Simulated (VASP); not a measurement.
# CaSe (Fm-3m) in VASP: further runs, part 2 of 2

VASP 6.6.1. The steps go on from the part before.

## 3. Single point, PBE

INCAR

```
SYSTEM = CaSe
  PREC = Accurate
  ENCUT = 520
  EDIFF = 1E-6
  ISMEAR = 0
  SIGMA = 0.01
  LREAL = .False.
  LASPH = .True.
  NELM = 100
  ALGO = Normal
  ISIF = 2
  LWAVE = .False.
  LCHARG = .False.
  GGA = PE
  NBANDS = 15
```

KPOINTS

```
regular mesh
0
Gamma
  6 6 6
  0 0 0
```

POSCAR

```
CaSe
1.0
    0.0000000000      2.9675306062      2.9675306062
    2.9675306062      0.0000000000      2.9675306062
    2.9675306062      2.9675306062      0.0000000000
Ca Se
1 1
Direct
    0.0000000000      0.0000000000      0.0000000000
    0.5000000000      0.5000000000      0.5000000000
```

Potentials or basis: VASP PAW PBE potentials, release 64 (Ca_sv, Se).

Command:

```
$ cat potpaw_PBE.64/Ca_sv/POTCAR potpaw_PBE.64/Se/POTCAR > POTCAR
$ mpirun -np 1 vasp_std > vasp.out
```

OUTCAR:

```text
SYSTEM = CaSe
   PREC = Accurate
   ENCUT = 520
   EDIFF = 1E-6
   ISMEAR = 0
   LREAL = .False.
   LASPH = .True.
   NELM = 100
   ISIF = 2
   GGA = PE

 ion  position               nearest neighbor table
   1  0.000  0.000  0.000-   2 2.97   2 2.97   2 2.97   2 2.97   2 2.97   2 2.97
   2  0.500  0.500  0.500-   1 2.97   1 2.97   1 2.97   1 2.97   1 2.97   1 2.97

  LATTYP: Found a face centered cubic cell.
 ALAT       =     5.9350612124

  Lattice vectors:

 A1 = (   0.0000000000,   2.9675306062,   2.9675306062)
 A2 = (   2.9675306062,   0.0000000000,   2.9675306062)
 A3 = (   2.9675306062,   2.9675306062,   0.0000000000)

Analysis of symmetry for initial positions (statically):
=====================================================================
 Subroutine PRICEL returns:
 Original cell was already a primitive cell.

 Routine SETGRP: Setting up the symmetry group for a
 face centered cubic supercell.

 Subroutine GETGRP returns: Found 48 space group operations
 (whereof 48 operations were pure point group operations)
 out of a pool of 48 trial point group operations.

The static configuration has the point symmetry O_h .

Analysis of symmetry for dynamics (positions and initial velocities):
=====================================================================
 Subroutine PRICEL returns:
 Original cell was already a primitive cell.

 Routine SETGRP: Setting up the symmetry group for a
 face centered cubic supercell.

 Subroutine GETGRP returns: Found 48 space group operations
 (whereof 48 operations were pure point group operations)
 out of a pool of 48 trial point group operations.

The dynamic configuration has the point symmetry O_h .

 Subroutine INISYM returns: Found 48 space group operations
 (whereof 48 operations are pure point group operations),
 and found     1 'primitive' translations

----------------------------------------------------------------------------------------

                                     Primitive cell

  volume of cell :      52.2656

  direct lattice vectors                    reciprocal lattice vectors
     0.000000000  2.967530606  2.967530606    -0.168490259  0.168490259  0.168490259
     2.967530606  0.000000000  2.967530606     0.168490259 -0.168490259  0.168490259
     2.967530606  2.967530606  0.000000000     0.168490259  0.168490259 -0.168490259

  length of vectors
     4.196722030  4.196722030  4.196722030     0.291833689  0.291833689  0.291833689

  position of ions in fractional coordinates (direct lattice)
     0.000000000  0.000000000  0.000000000
     0.500000000  0.500000000  0.500000000

  ion indices of the primitive-cell ions
   primitive index   ion index
                 1           1
                 2           2

----------------------------------------------------------------------------------------

 KPOINTS: regular mesh

Automatic generation of k-mesh.
 Grid dimensions read from file:
 generate k-points for:    6    6    6

 Generating k-lattice:

  Cartesian coordinates                     Fractional coordinates (reciprocal lattice)
    -0.028081710  0.028081710  0.028081710     0.166666667  0.000000000  0.000000000
     0.028081710 -0.028081710  0.028081710     0.000000000  0.166666667  0.000000000
[... 32 lines left out ...]
   number of dos      NEDOS =    301   number of ions     NIONS =      2
   total plane-waves  NPLWV =  32768
   dimension x,y,z NGX =    32 NGY =   32 NGZ =   32
   dimension x,y,z NGXF=    64 NGYF=   64 NGZF=   64
   ions per type =               1   1
   NGX,Y,Z   is equivalent  to a cutoff of  12.68, 12.68, 12.68 a.u.
   NGXF,Y,Z  is equivalent  to a cutoff of  25.35, 25.35, 25.35 a.u.
 SYSTEM =  CaSe
   PREC   = accura    normal or accurate (medium, high low for compatibility)
   ISTART =      0    job   : 0-new  1-cont  2-samecut
   ICHARG =      2    charge: 1-file 2-atom 10-const
   ISPIN  =      1    spin polarized calculation?
   LNONCOLLINEAR =      F non collinear calculations
   LSORBIT =      F    spin-orbit coupling
   LASPH  =      T    aspherical Exc in radial PAW
   ENCUT  =  520.0 eV  38.22 Ry    6.18 a.u.   7.80  7.80  7.80*2*pi/ulx,y,z
   NELM   =    100;   NELMIN=  2; NELMDL= -5     # of ELM steps
   EDIFF  = 0.1E-05   stopping-criterion for ELM
   LREAL  =      F    real-space projection
   EDIFFG = 0.1E-04   stopping-criterion for IOM
   NSW    =      0    number of steps for IOM
   IBRION =     -1    ionic relax: 0-MD 1-quasi-New 2-CG
   NFREE  =      0    steps in history (QN), initial steepest desc. (CG)
   ISIF   =      2    stress and relaxation
   ISYM   =      2    0-nonsym 1-usesym 2-fastsym
   POTIM  = 0.5000    time-step for ionic-motion
   TEBEG  =    0.0;   TEEND  =   0.0 temperature during run
   PSTRESS=    0.0 pullay stress
   NELECT =      16.0000    total number of electrons
   NUPDOWN=      -1.0000    fix difference up-down
   EMIN   =  10.00;   EMAX   =-10.00  energy-range for DOS
   EFERMI =   0.00;   METHOD = LEGACY
   ISMEAR =     0;   SIGMA  =   0.01  broadening in eV -4-tet -1-fermi 0-gaus
   EFERMI_NEDOS =   21; number of points for ismear=-14 and -15
   IALGO  =     38    algorithm
   IMIX   =      4    mixing-type and parameters
     AMIX     =   0.40;   BMIX     =  1.00
     AMIX_MAG =   1.60;   BMIX_MAG =  1.00
  volume/ion in A,a.u.               =      26.13       176.35
  Fermi-wavevector in a.u.,A,eV,Ry     =   1.103341  2.085012 16.563196  1.217361
  Thomas-Fermi vector in A             =   2.239797
   LORBIT       =      0    0 simple, 1 ext, 2 COOP (PROOUT), +10 PAW based schemes
   GGA     = PE    functional components
   LHFCALC =     F    Hartree Fock is set to
   AEXX    =    0.0000 exact exchange contribution
   IVDW    =     0    specifies the selected vdW correction
   LEPSILON=     F    determine dielectric tensor
   LRPA    =     F    only Hartree local field effects (RPA)
 non-spin polarized calculation
 Gauss-broadening in eV      SIGMA  =   0.01
  energy-cutoff  :      520.00
  volume of cell :       52.27
 maximum number of plane-waves:      1420
   NGX = 15   NGY = 15   NGZ = 15

 number of electron      15.9999997 magnetization

 Free energy of the ion-electron system (eV)
  ---------------------------------------------------
  ext. energy  EPLUGINS =         0.00000000
  ---------------------------------------------------
  free energy    TOTEN  =        -9.48318357 eV

  energy without entropy =       -9.48318357  energy(sigma->0) =       -9.48318357

 E-fermi :   2.4705     XC(G=0):  -9.1127

 val. band max:        2.3785603063   @ k =   0.0000   0.0000   0.0000
 cond. band min:       4.4251423475   @ k =   0.5000   0.5000   0.0000
 fundamental gap:      2.0465820412
 Fermi energy:         2.4705023639

 k-point     1 :       0.0000    0.0000    0.0000
  band No.  band energies     occupation
      1     -37.4027      2.00000
      2     -18.3948      2.00000
      3     -18.3948      2.00000
      4     -18.3948      2.00000
      5      -9.3855      2.00000
      6       2.3786      2.00000
      7       2.3786      2.00000
      8       2.3786      2.00000
      9       5.6661      0.00000
     10       6.0869      0.00000
     11       6.0869      0.00000
     12       6.0869      0.00000
     13       6.6459      0.00000
     14       6.6459      0.00000
[... 257 lines left out ...]
      2     -18.4618      2.00000
      3     -18.4382      2.00000
      4     -18.4311      2.00000
      5      -8.7533      2.00000
      6       0.1215      2.00000
      7       0.8200      2.00000
      8       0.8871      2.00000
      9       5.7007      0.00000
     10       7.5291      0.00000
     11       7.7061      0.00000
     12       8.1477      0.00000
     13       8.3906      0.00000
     14       9.3342      0.00000
     15      11.8254      0.00000

------------------------ aborting loop because EDIFF is reached ----------------------------------------

  FORCE on cell =-STRESS in cart. coord.  units (eV):
  Direction    XX          YY          ZZ          XY          YZ          ZX
  --------------------------------------------------------------------------------------
  -------------------------------------------------------------------------------------
  Total        0.2437909      0.2437909      0.2437909      0.0000000      0.0000000      0.0000000
  in kB        7.4733014      7.4733014      7.4733014      0.0000000      0.0000000      0.0000000
  external PRESSURE =       7.4733014 kB  Pullay stress =       0.0000000 kB

 VOLUME and BASIS-vectors are now :
 -----------------------------------------------------------------------------
  energy-cutoff  :      520.00
  volume of cell :       52.27
      direct lattice vectors                 reciprocal lattice vectors
     0.000000000  2.967530606  2.967530606    -0.168490259  0.168490259  0.168490259
     2.967530606  0.000000000  2.967530606     0.168490259 -0.168490259  0.168490259
     2.967530606  2.967530606  0.000000000     0.168490259  0.168490259 -0.168490259

 POSITION                                       TOTAL-FORCE (eV/Angst)
 -----------------------------------------------------------------------------------
      0.00000      0.00000      0.00000        -0.000000      0.000000      0.000000
      2.96753      2.96753      2.96753         0.000000     -0.000000     -0.000000
 -----------------------------------------------------------------------------------
    total drift:                                0.000000     -0.000000     -0.000000

  FREE ENERGIE OF THE ION-ELECTRON SYSTEM (eV)
  ---------------------------------------------------
  free  energy   TOTEN  =        -9.4831835739 eV

  energy  without entropy=       -9.4831835739  energy(sigma->0) =       -9.48318357
```

Wall time 6.7 s (1 thread of Intel Xeon 6975P-C (Granite Rapids), shared host); peak memory 0.17 GiB.

Results:

- Free energy: -9.4832 eV
- Pressure: 0.7 GPa
- Band gap on the k mesh: 2.05 eV, indirect (least direct gap 2.97 eV)

## 4. Single point, r2SCAN

POSCAR is that of step 3.

INCAR.step1

```
SYSTEM = CaSe
PREC = Accurate ; ENCUT = 520
ISMEAR = 0 ; SIGMA = 0.01
LREAL = .FALSE. ; LASPH = .TRUE.
NELM = 100 ; NBANDS = 15
GGA = PE ; ALGO = Normal
EDIFF = 1E-4 ; LWAVE = .TRUE.
LCHARG = .FALSE.
```

INCAR.step2

```
SYSTEM = CaSe
PREC = Accurate ; ENCUT = 520
EDIFF = 1E-7 ; ISMEAR = 0
SIGMA = 0.01 ; LREAL = .FALSE.
LASPH = .TRUE. ; NELM = 100
ALGO = Normal ; ISIF = 2
LWAVE = .FALSE. ; LCHARG = .FALSE.
METAGGA = R2SCAN ; LMIXTAU = .TRUE.
NBANDS = 15 ; ISTART = 1
```

KPOINTS

```
Automatic mesh
0
G
  6 6 6
  0 0 0
```

Command:

```
$ cat potpaw_PBE.64/Ca_sv/POTCAR potpaw_PBE.64/Se/POTCAR > POTCAR
$ cp INCAR.step1 INCAR
$ mpirun -np 1 vasp_std > vasp.out
$ cp INCAR.step2 INCAR
$ mpirun -np 1 vasp_std > vasp.out
```

Run time: 28 s. Hardware: 1 thread of Intel Xeon 6975P-C (Granite Rapids), shared host; peak memory 0.18 GiB.

The run converged. Its results:

| Property | Result |
| --- | --- |
| Free energy | -25.9785 eV |
| Pressure | 0.2 GPa |
| Band gap on the k mesh | 2.52 eV, indirect (least direct gap 3.46 eV) |

Levels at points of the mesh, in eV from the valence-band top:
| k point | band 4 | band 5 | band 6 | band 7 | band 8 | band 9 | band 10 | band 11 | band 12 | band 13 |
| --- | --- | --- | --- | --- | --- | --- | --- | --- | --- | --- |
| (0.00, 0.00, 0.00) | -21.44 | -12.16 | 0.00 | 0.00 | 0.00 | 4.08 | 4.23 | 4.23 | 4.23 | 4.82 |
| (0.50, 0.00, 0.00) | -21.45 | -11.45 | -3.24 | -1.17 | -1.17 | 5.10 | 6.07 | 6.09 | 6.09 | 8.10 |
| (0.50, 0.50, 0.00) | -21.47 | -11.57 | -2.52 | -0.94 | -0.94 | 2.52 | 5.60 | 5.76 | 6.62 | 6.62 |

Caveat: the PAW data sets were made with another functional, which shifts forces and pressure a little.

## 5. Single point, PBE

INCAR

```
ALGO = Normal
EDIFF = 1E-6
ENCUT = 520
GGA = PE
ISIF = 2
ISMEAR = 0
LASPH = T
LCHARG = F
LREAL = F
LWAVE = F
NBANDS = 15
NELM = 60
PREC = Accurate
SIGMA = 0.01
```

KPOINTS

```
k-points
0
Gamma
  8 8 8
```

POSCAR is that of step 4.

Potentials or basis: VASP PAW PBE potentials, release 64 (Ca_sv, Se).

Command:

```
$ cat potpaw_PBE.64/Ca_sv/POTCAR potpaw_PBE.64/Se/POTCAR > POTCAR
$ mpirun -np 1 vasp_std > vasp.out
```

OUTCAR:

```text
EDIFF = 1E-6
   ENCUT = 520
   GGA = PE
   ISIF = 2
   ISMEAR = 0
   LASPH = T
   LREAL = F
   NELM = 60
   PREC = Accurate

 ion  position               nearest neighbor table
   1  0.000  0.000  0.000-   2 2.97   2 2.97   2 2.97   2 2.97   2 2.97   2 2.97
   2  0.500  0.500  0.500-   1 2.97   1 2.97   1 2.97   1 2.97   1 2.97   1 2.97

  LATTYP: Found a face centered cubic cell.
 ALAT       =     5.9350612124

  Lattice vectors:

 A1 = (   0.0000000000,   2.9675306062,   2.9675306062)
 A2 = (   2.9675306062,   0.0000000000,   2.9675306062)
 A3 = (   2.9675306062,   2.9675306062,   0.0000000000)

Analysis of symmetry for initial positions (statically):
=====================================================================
 Subroutine PRICEL returns:
 Original cell was already a primitive cell.

 Routine SETGRP: Setting up the symmetry group for a
 face centered cubic supercell.

 Subroutine GETGRP returns: Found 48 space group operations
 (whereof 48 operations were pure point group operations)
 out of a pool of 48 trial point group operations.

The static configuration has the point symmetry O_h .

Analysis of symmetry for dynamics (positions and initial velocities):
[... 166 lines left out ...]
 k-point     1 :       0.0000    0.0000    0.0000
  band No.  band energies     occupation
      1     -37.4022      2.00000
      2     -18.3943      2.00000
      3     -18.3943      2.00000
      4     -18.3943      2.00000
      5      -9.3866      2.00000
      6       2.3776      2.00000
      7       2.3776      2.00000
      8       2.3776      2.00000
      9       5.6655      0.00000
     10       6.0870      0.00000
     11       6.0870      0.00000
     12       6.0870      0.00000
     13       6.6460      0.00000
     14       6.6460      0.00000
[... 401 lines left out ...]
      2     -18.4830      2.00000
      3     -18.4258      2.00000
      4     -18.4105      2.00000
      5      -8.7202      2.00000
      6      -0.4196      2.00000
      7       0.7715      2.00000
      8       1.1593      2.00000
      9       6.8417      0.00000
     10       7.1238      0.00000
     11       8.0732      0.00000
     12       8.3437      0.00000
     13       8.6848      0.00000
     14       9.5700      0.00000
     15      10.9207      0.00000

 [... further k-points ...]
[... 5 lines left out ...]
  --------------------------------------------------------------------------------------
  -------------------------------------------------------------------------------------
  Total        0.2412324      0.2412324      0.2412324     -0.0000000     -0.0000000      0.0000000
  in kB        7.3948718      7.3948718      7.3948718     -0.0000000     -0.0000000      0.0000000
  external PRESSURE =       7.3948718 kB  Pullay stress =       0.0000000 kB

 VOLUME and BASIS-vectors are now :
 -----------------------------------------------------------------------------
  energy-cutoff  :      520.00
  volume of cell :       52.27
      direct lattice vectors                 reciprocal lattice vectors
     0.000000000  2.967530606  2.967530606    -0.168490259  0.168490259  0.168490259
     2.967530606  0.000000000  2.967530606     0.168490259 -0.168490259  0.168490259
     2.967530606  2.967530606  0.000000000     0.168490259  0.168490259 -0.168490259

 POSITION                                       TOTAL-FORCE (eV/Angst)
 -----------------------------------------------------------------------------------
      0.00000      0.00000      0.00000         0.000000     -0.000000      0.000000
      2.96753      2.96753      2.96753         0.000000      0.000000      0.000000
 -----------------------------------------------------------------------------------
    total drift:                                0.000000     -0.000000     -0.000000

  FREE ENERGIE OF THE ION-ELECTRON SYSTEM (eV)
  ---------------------------------------------------
  free  energy   TOTEN  =        -9.4840252304 eV

  energy  without entropy=       -9.4840252304  energy(sigma->0) =       -9.48402523
```

OSZICAR:

```text
N       E                     dE             d eps       ncg     rms          rms(c)
DAV:   1     0.106530563709E+03    0.10653E+03   -0.74128E+03   870   0.973E+02
DAV:   2    -0.500303234974E+01   -0.11153E+03   -0.10597E+03  1052   0.243E+02
DAV:   3    -0.940122245700E+01   -0.43982E+01   -0.43536E+01  1152   0.459E+01
DAV:   4    -0.962537918614E+01   -0.22416E+00   -0.22390E+00  1209   0.836E+00
DAV:   5    -0.962663611553E+01   -0.12569E-02   -0.12568E-02  1208   0.715E-01    0.425E+00
DAV:   6    -0.948712917056E+01    0.13951E+00   -0.18652E-01  1017   0.228E+00    0.253E+00
DAV:   7    -0.947984179517E+01    0.72874E-02   -0.98090E-02  1120   0.198E+00    0.815E-01
DAV:   8    -0.948379526094E+01   -0.39535E-02   -0.11900E-02   898   0.829E-01    0.118E-01
DAV:   9    -0.948389118659E+01   -0.95926E-04   -0.64709E-04  1132   0.255E-01    0.474E-02
DAV:  10    -0.948400774272E+01   -0.11656E-03   -0.15672E-04   982   0.784E-02    0.154E-02
DAV:  11    -0.948402677697E+01   -0.19034E-04   -0.43354E-05  1024   0.572E-02    0.104E-02
DAV:  12    -0.948402561626E+01    0.11607E-05   -0.24921E-06  1039   0.119E-02    0.424E-03
DAV:  13    -0.948402523043E+01    0.38583E-06   -0.67331E-07   666   0.561E-03
   1 F= -.94840252E+01 E0= -.94840252E+01  d E =-.806549-134
```

It took 8.9 s on 1 thread of Intel Xeon 6975P-C (Granite Rapids), shared host; peak memory 0.18 GiB.

What came out:

- Free energy: -9.4840 eV
- Pressure: 0.7 GPa
- Band gap on the k mesh: 2.05 eV, indirect (least direct gap 2.97 eV)

Levels at points of the mesh, in eV from the valence-band top:
```csv
k point,band 6,band 7,band 8,band 9,band 10,band 11
"(0.00, 0.00, 0.00)",0.00,0.00,0.00,3.29,3.71,3.71
"(0.50, 0.00, 0.00)",-3.25,-1.18,-1.18,4.50,5.45,5.48
"(0.50, 0.50, 0.00)",-2.49,-0.92,-0.92,2.05,5.01,5.02
```

## 6. Overview

| level | k mesh | gap on the mesh (eV) | pressure (GPa) |
| --- | --- | --- | --- |
| PBE | 6 × 6 × 6 | 2.05 | 0.7 |
| r2SCAN | 6 × 6 × 6 | 2.52 | 0.2 |
| PBE | 8 × 8 × 8 | 2.05 | 0.7 |

Alike in all rows: task single point; potentials or basis VASP PAW PBE potentials, release 64 (Ca_sv, Se); no spin polarisation; cell as given; cutoff (eV) 520; smearing gaussian 0.01 eV.

On the cell as given the gap runs from 2.05 eV (PBE) to 2.52 eV (r2SCAN); the meshes differ, which moves gaps too. The pressure there spans 0.2 GPa (r2SCAN) to 0.7 GPa (PBE); a positive pressure means that this level wants a larger cell, a negative one a smaller.

Caveats: the PAW data sets were made with another functional, which shifts forces and pressure a little (some runs).

Total energies depend on the potentials used, so only differences within one code and one set of settings carry meaning.

## 7. Comparison with measurements

Step 2. A measured gap of CaSe is 3.85 eV (indirect; 2 K; a printed reference work, monograph, original work of 1988); the calculated 2.05 eV misses it by -1.80 eV. Spin-orbit coupling on Se is left out. The value is that of PBE on a finite k mesh, which can miss the band edges, without temperature or zero-point motion. Semilocal functionals fall short of measured gaps as a rule.

Step 3. A measured gap of CaSe is 3.85 eV (indirect; 2 K; a printed reference work, monograph, original work of 1988); the calculated 2.05 eV misses it by -1.80 eV. Spin-orbit coupling on Se is left out. The value is that of PBE on a finite k mesh, which can miss the band edges, without temperature or zero-point motion. Semilocal functionals fall short of measured gaps as a rule.

Step 4. Against the measured gap of CaSe, 3.85 eV (indirect; 2 K; a printed reference work, monograph, original work of 1988), the calculated 2.52 eV is off by -1.33 eV. Spin-orbit coupling on Se is left out. The value is that of r2SCAN on a finite k mesh, which can miss the band edges, without temperature or zero-point motion.

Step 5. Against the measured gap of CaSe, 3.85 eV (indirect; 2 K; a printed reference work, monograph, original work of 1988), the calculated 2.05 eV is off by -1.80 eV. Spin-orbit coupling on Se is left out. The value is that of PBE on a finite k mesh, which can miss the band edges, without temperature or zero-point motion. Semilocal functionals fall short of measured gaps as a rule.
